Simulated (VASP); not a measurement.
**SiC in VASP: one cell, several levels of theory, part 1 of 2**

SiC built on the zincblende prototype, under +3.0 % equal strain in all directions is computed at one geometry. Runs: PBE, r2SCAN. The results are then set beside those of Ansatz 0.2.0 for the same cell.

The runs shown are made with VASP 6.6.1. PAW datasets, plane waves. Computed at 0 K without zero-point motion; spin polarisation is off.

### 1 Starting point

The cell comes from an earlier relaxation with r2SCAN in another program.

It is cubic, F-43m (No. 216); conventional cell a = 4.487 Å, 11.29 Å³ an atom. Near Si stand 4 C at 1.94 Å; near C stand 4 Si at 1.94 Å.

Structure file:

```cif
data_structure
_symmetry_space_group_name_H-M 'F-43m'
_symmetry_Int_Tables_number 216
_cell_length_a 4.4868
_cell_length_b 4.4868
_cell_length_c 4.4868
_cell_angle_alpha 90.000
_cell_angle_beta 90.000
_cell_angle_gamma 90.000
_cell_volume 90.32
loop_
_atom_site_label
_atom_site_type_symbol
_atom_site_symmetry_multiplicity
_atom_site_Wyckoff_symbol
_atom_site_fract_x
_atom_site_fract_y
_atom_site_fract_z
_atom_site_occupancy
Si1 Si 4 a 0.00000 0.00000 0.00000 1
C1 C 4 d 0.25000 0.25000 0.75000 1
```

### 2 Single point with PBE

Contents of INCAR:

```
ENCUT = 520.000000
SIGMA = 0.020000
EDIFF = 1.00e-07
GGA = PE
PREC = Accurate
IBRION = -1
ISIF = 2
ISMEAR = -1
NBANDS = 11
NELM = 120
NSW = 0
LASPH = .TRUE.
LCHARG = .FALSE.
LWAVE = .FALSE.
LREAL = .FALSE.
```

Contents of KPOINTS:

```
KPOINTS created by Atomic Simulation Environment
0
Gamma
10 10 10
0 0 0
```

Contents of KPOINTS_OPT:

```
special points
7
Reciprocal
0.0000000000 0.0000000000 0.0000000000 1
-0.5000000000 -0.5000000000 0.0000000000 1
-0.3750000000 -0.3750000000 0.2500000000 1
-0.3750000000 0.0000000000 0.3750000000 1
0.0000000000 0.0000000000 0.5000000000 1
-0.5000000000 -0.2500000000 0.2500000000 1
0.0000000000 0.5000000000 0.5000000000 1
```

Contents of POSCAR:

```
Si C
 1.0000000000000000
     0.0000000000000000    2.2433939216000001    2.2433939216000001
     2.2433939216000001    0.0000000000000000    2.2433939216000001
     2.2433939216000001    2.2433939216000001    0.0000000000000000
 Si  C
   1   1
Cartesian
  0.0000000000000000  0.0000000000000000  0.0000000000000000
  1.1216969608000000  1.1216969608000000  1.1216969608000000
```

The run uses the recommended PBE PAW datasets (8 valence electrons a neutral cell).

Launch:

```bash
mpirun -np 1 vasp_std
```

Printed to the terminal (iteration lines stand in OSZICAR):

```text
POSCAR found type information on POSCAR SiC
 POSCAR found :  2 types and       2 ions
 LDA part: xc-table for (Slater+PW92), standard interpolation
 POSCAR, INCAR and KPOINTS ok, starting setup
 FFT: planning ... GRIDC
 FFT: planning ... GRID_SOFT
 FFT: planning ... GRID
 WAVECAR not read
 entering main loop
 Start KPOINTS_OPT (optional k-point list driver)
k-point batch [1-7\7]
```

OSZICAR:

```text
N       E                     dE             d eps       ncg     rms          rms(c)
DAV:   1     0.339571515106E+01    0.33957E+01   -0.38189E+03  1050   0.604E+02
DAV:   2    -0.159738413656E+02   -0.19370E+02   -0.18393E+02  1324   0.105E+02
DAV:   3    -0.166144615702E+02   -0.64062E+00   -0.63941E+00  1288   0.161E+01
DAV:   4    -0.166170509622E+02   -0.25894E-02   -0.25893E-02  1179   0.132E+00
DAV:   5    -0.166170637252E+02   -0.12763E-04   -0.12763E-04  1256   0.859E-02    0.796E+00
DAV:   6    -0.150237450311E+02    0.15933E+01   -0.63602E+00  1148   0.108E+01    0.346E+00
DAV:   7    -0.149979303489E+02    0.25815E-01   -0.28944E-01  1235   0.315E+00    0.164E+00
DAV:   8    -0.149909071299E+02    0.70232E-02   -0.18873E-02  1175   0.912E-01    0.172E-01
DAV:   9    -0.149909919655E+02   -0.84836E-04   -0.18642E-03  1306   0.236E-01    0.109E-01
DAV:  10    -0.149911185001E+02   -0.12653E-03   -0.29167E-04  1166   0.101E-01    0.268E-02
DAV:  11    -0.149911214758E+02   -0.29758E-05   -0.56162E-05  1235   0.371E-02    0.719E-03
DAV:  12    -0.149911220328E+02   -0.55698E-06   -0.25529E-06  1196   0.947E-03    0.127E-03
DAV:  13    -0.149911220428E+02   -0.10016E-07   -0.15153E-07  1145   0.240E-03
   1 F= -.14991122E+02 E0= -.14991122E+02  d E =-.689043E-12
       N       E                     dE             ncg
DAV:   1     0.417707158274E+03   -0.20804E+04      162
DAV:   2     0.279945005331E+03   -0.13776E+03      212
DAV:   3     0.276130535786E+03   -0.38145E+01      204
DAV:   4     0.276118187428E+03   -0.12348E-01      189
DAV:   5     0.276118137095E+03   -0.50333E-04      201
DAV:   6     0.276118136726E+03   -0.36882E-06      195
DAV:   7     0.276118136723E+03   -0.34420E-08      192
```

The lines after F= are the extra pass for the points of KPOINTS_OPT, at fixed density; their E is not a total energy.

From OUTCAR:

```text
k-points           NKPTS =     47   k-points in BZ     NKDIM =     47   number of bands    NBANDS=     11

   NELECT =       8.0000    total number of electrons

   dimension x,y,z NGX =    24 NGY =   24 NGZ =   24
   dimension x,y,z NGXF=    48 NGYF=   48 NGZF=   48

  energy-cutoff  :      520.00
  volume of cell :       22.58
      direct lattice vectors                 reciprocal lattice vectors
     0.000000000  2.243393922  2.243393922    -0.222876596  0.222876596  0.222876596
     2.243393922  0.000000000  2.243393922     0.222876596 -0.222876596  0.222876596
     2.243393922  2.243393922  0.000000000     0.222876596  0.222876596 -0.222876596

 k-points in reciprocal lattice and weights: KPOINTS created by Atomic Simulation Env
   0.00000000  0.00000000  0.00000000       0.001
   0.10000000  0.00000000  0.00000000       0.008
   0.20000000  0.00000000  0.00000000       0.008
   0.30000000  0.00000000  0.00000000       0.008
   0.40000000  0.00000000  0.00000000       0.008
   0.50000000  0.00000000  0.00000000       0.004
   0.10000000  0.10000000  0.00000000       0.006
   0.20000000  0.10000000  0.00000000       0.024
[... 39 more k-points ...]

 E-fermi :   7.5992

 k-point     1 :       0.0000    0.0000    0.0000
  band No.  band energies     occupation
      1      -7.5784      2.00000
      2       7.1557      2.00000
      3       7.1557      2.00000
      4       7.1557      2.00000
      5      12.3742      0.00000
      6      13.8824      0.00000
      7      13.8824      0.00000
      8      13.8824      0.00000
      9      21.1656      0.00000
     10      21.1656      0.00000
     11      22.3267      0.00000

 k-point     2 :       0.1000    0.0000    0.0000
  band No.  band energies     occupation
      1      -7.3964      2.00000
      2       6.1541      2.00000
      3       7.0246      2.00000
      4       7.0246      2.00000
      5      12.7420      0.00000
      6      14.0658      0.00000
      7      14.1132      0.00000
      8      14.1132      0.00000
      9      20.2905      0.00000
     10      20.2905      0.00000
     11      22.6161      0.00000

 k-point     3 :       0.2000    0.0000    0.0000
  band No.  band energies     occupation
      1      -6.8592      2.00000
      2       4.1146      2.00000
      3       6.7243      2.00000
      4       6.7243      2.00000
      5      12.5830      0.00000
      6      14.4871      0.00000
      7      14.4871      0.00000
      8      15.1563      0.00000
      9      19.6496      0.00000
     10      19.6496      0.00000
     11      21.8613      0.00000

 k-point     4 :       0.3000    0.0000    0.0000
  band No.  band energies     occupation
      1      -6.0044      2.00000
      2       1.9298      2.00000
      3       6.4153      2.00000
      4       6.4153      2.00000
      5      12.1874      0.00000
      6      14.4558      0.00000
      7      14.4558      0.00000
      8      16.2206      0.00000
      9      20.3329      0.00000
     10      20.3329      0.00000
     11      21.4842      0.00000

 k-point     5 :       0.4000    0.0000    0.0000
  band No.  band energies     occupation
      1      -4.9633      2.00000
      2       0.0214      2.00000
      3       6.2013      2.00000
      4       6.2013      2.00000
      5      11.9117      0.00000
      6      14.1715      0.00000
      7      14.1715      0.00000
      8      16.6619      0.00000
      9      21.9283      0.00000
     10      22.0646      0.00000
     11      22.0646      0.00000

 k-point     6 :       0.5000    0.0000    0.0000
  band No.  band energies     occupation
      1      -4.3254      2.00000
      2      -0.9151      2.00000
      3       6.1263      2.00000
      4       6.1263      2.00000
      5      11.8172      0.00000
      6      14.0346      0.00000
      7      14.0346      0.00000
      8      16.7263      0.00000
      9      22.3549      0.00000
     10      23.4987      0.00000
     11      23.4987      0.00000

 k-point     7 :       0.1000    0.1000    0.0000
  band No.  band energies     occupation
      1      -7.3356      2.00000
      2       6.3642      2.00000
      3       6.7064      2.00000
      4       6.7064      2.00000
      5      12.9888      0.00000
      6      13.3239      0.00000
      7      14.5467      0.00000
      8      14.5467      0.00000
      9      18.9485      0.00000
     10      21.4417      0.00000
     11      23.3139      0.00000

 k-point     8 :       0.2000    0.1000    0.0000
  band No.  band energies     occupation
      1      -6.9163      2.00000
      2       4.7828      2.00000
      3       6.2962      2.00000
      4       6.5320      2.00000
      5      12.7750      0.00000
      6      13.6742      0.00000
      7      15.1481      0.00000
      8      15.1790      0.00000
      9      18.1642      0.00000
     10      21.1547      0.00000
     11      23.3217      0.00000

 k-point     9 :       0.3000    0.1000    0.0000
  band No.  band energies     occupation
      1      -6.1641      2.00000
      2       2.6985      2.00000
      3       5.9689      2.00000
      4       6.1635      2.00000
      5      12.4725      0.00000
      6      14.0747      0.00000
      7      15.3177      0.00000
      8      15.5730      0.00000
      9      18.8551      0.00000
     10      21.4739      0.00000
     11      22.6594      0.00000

 k-point    10 :       0.4000    0.1000    0.0000
  band No.  band energies     occupation
      1      -5.1639      2.00000
      2       0.7076      2.00000
      3       5.7345      2.00000
      4       5.8147      2.00000
      5      12.2351      0.00000
      6      13.8598      0.00000
      7      14.9905      0.00000
      8      16.5415      0.00000
      9      20.0158      0.00000
     10      22.8177      0.00000
     11      22.8437      0.00000

 k-point    11 :       0.5000    0.1000    0.0000
  band No.  band energies     occupation
      1      -4.2767      2.00000
      2      -0.6555      2.00000
      3       5.3954      2.00000
      4       5.8590      2.00000
      5      12.1883      0.00000
      6      13.6666      0.00000
      7      14.6162      0.00000
      8      17.2125      0.00000
      9      21.3413      0.00000
     10      23.3746      0.00000
     11      23.5175      0.00000

[... the tables of k-points 12 to 47 left out ...]

  Total       -1.8837722     -1.8837722     -1.8837722      0.0000000      0.0000000      0.0000000
  in kB     -133.6571954   -133.6571954   -133.6571954      0.0000000      0.0000000      0.0000000
  external PRESSURE =    -133.6571954 kB  Pullay stress =       0.0000000 kB

 POSITION                                       TOTAL-FORCE (eV/Angst)
 -----------------------------------------------------------------------------------
      0.00000      0.00000      0.00000        -0.000000     -0.000000     -0.000000
      1.12170      1.12170      1.12170         0.000000      0.000000      0.000000
 -----------------------------------------------------------------------------------
    total drift:                                0.000000      0.000000      0.000000

  FREE ENERGIE OF THE ION-ELECTRON SYSTEM (eV)
  ---------------------------------------------------
  free  energy   TOTEN  =       -14.9911220428 eV

  energy  without entropy=      -14.9911220428  energy(sigma->0) =      -14.99112204
```

Hardware: 1 MPI rank of Intel Xeon Platinum 8488C, shared host.

The levels at the points of KPOINTS_OPT are read from vasprun.xml.

Near the gap, in eV above the top of the last filled band v; c is the band after it:

```
point    v−1      v     c   c+1
    Γ   0.00   0.00  5.22  6.73
    X  -3.02  -3.02  1.43  4.03
    U  -5.13  -2.46  3.03  7.26
    K  -5.13  -2.46  3.03  7.26
    L  -1.03  -1.03  4.66  6.88
    W  -4.60  -4.36  5.09  8.54
```

Gap with PBE: 1.43 eV, valence top at Γ, conduction bottom at X. Least direct gap: 4.45 eV. Pressure: -13.37 GPa; the forces vanish within 0.01 eV/Å.

(Continued in part 2 of 2.)
